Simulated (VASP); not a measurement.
Input of a VASP 6.6.1 run:

File INCAR:

```
ALGO     = Normal         # electronic algorithm
EDIFF    = 1E-6           # SCF threshold, eV
EDIFFG   = -0.01          # ionic threshold
ENCUT    = 600            # plane-wave cutoff, eV
GGA      = CA             # functional
IBRION   = 2              # ionic algorithm
ISIF     = 3              # what is computed and relaxed
ISMEAR   = 0              # smearing method
LASPH    = True           # aspherical terms in the spheres
LCHARG   = False          # write CHGCAR
LREAL    = False          # projectors in reciprocal space
LWAVE    = False          # write WAVECAR
NELM     = 80             # most SCF steps
NSW      = 90             # ionic steps
PREC     = Accurate       # precision mode
SIGMA    = 0.03           # smearing width, eV
```

Contents of KPOINTS:

```
k-points
0
Gamma
  9 9 5
```

The input POSCAR:

```
Mg3Sb2
1.0
    4.5820000000      0.0000000000      0.0000000000
   -2.2910000000      3.9681284001      0.0000000000
    0.0000000000      0.0000000000      7.2440000000
Mg Sb
3 2
Direct
    0.3333333333      0.6666666667      0.6300000000
    0.6666666667      0.3333333333      0.3700000000
    0.0000000000      0.0000000000      0.0000000000
    0.3333333333      0.6666666667      0.2350000000
    0.6666666667      0.3333333333      0.7650000000
```

Potentials or basis: VASP PAW LDA potentials, release 64 (Mg, Sb).

Run with:

```bash
$ cat potpaw_LDA.64/Mg/POTCAR potpaw_LDA.64/Sb/POTCAR > POTCAR
$ mpirun -np 1 vasp_std > vasp.out
```

Predict the relaxed volume.

24.96 Å³/atom.

Predict the band gap on the k mesh.

0.15 eV, indirect (least direct gap 1.22 eV).

What does it give for the relaxed cell?

a = 4.500 Å, b = 4.500 Å, c = 7.116 Å, α = 90.00°, β = 90.00°, γ = 120.00°.

Final structure:
```
Mg Sb
1.0
     4.49995    0.00000    0.00000
    -2.24998    3.89707    0.00000
     0.00000    0.00000    7.11594
Mg Sb
3 2
Direct
  0.33333 0.66667 0.63227
  0.66667 0.33333 0.36773
  0.00000 0.00000 0.00000
  0.33333 0.66667 0.22416
  0.66667 0.33333 0.77584
```

Caveat: spin-orbit coupling is left out, which moves the levels of the heavy elements; an odd mesh through Γ misses points on the zone boundary, where band edges often lie. LDA usually gives volumes a few per cent too small.
